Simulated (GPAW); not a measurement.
Crystal: Ag.

```
Ag
1.0
     0.00000    2.04275    2.04275
     2.04275    0.00000    2.04275
     2.04275    2.04275    0.00000
Ag
1
Cartesian
  0.0000 0.0000 0.0000
```

* Program: GPAW 26.7.0
* Task: relaxation of cell and atoms
* Functional: revPBE
* Dispersion: D3(BJ)
* Potentials or basis: the program's PAW data sets (release 1.2.1) made for this functional
* Cutoff: 600 eV
* Basis: pw
* k mesh: 11 × 11 × 11
* Occupations: fermi-dirac, width 0.05 eV
* Spin: no spin polarisation

At the start: pressure -3.7 GPa; volume 17.05 Å³/atom.

Q: How do energy, volume and symmetry change on relaxing?

A: Over 3 steps the energy falls by 7.1 meV/atom and the volume is 16.46 Å³/atom (-3.5 %); space group Fm-3m (No. 225, to 0.05 Å).

The path:
| step | energy change (eV) | largest force (eV/Å) | pressure (GPa) | volume (Å³) |
| --- | --- | --- | --- | --- |
| 1 | 0.0000 | 0.0000 | -3.65 | 17.05 |
| 2 | -0.0051 | 0.0000 | -1.97 | 16.77 |
| 3 | -0.0071 | 0.0000 | 0.15 | 16.46 |

Final structure:
```cif
data_structure
_symmetry_space_group_name_H-M 'P 1'
_symmetry_Int_Tables_number 1
_cell_length_a 2.8550
_cell_length_b 2.8550
_cell_length_c 2.8550
_cell_angle_alpha 60.000
_cell_angle_beta 60.000
_cell_angle_gamma 60.000
_cell_volume 16.46
loop_
_atom_site_label
_atom_site_type_symbol
_atom_site_fract_x
_atom_site_fract_y
_atom_site_fract_z
_atom_site_occupancy
Ag1 Ag 0.00000 0.00000 0.00000 1
```

Caveat: later steps reuse the first step's grids; pairwise dispersion overbinds metals, which lowers pressure and volume.
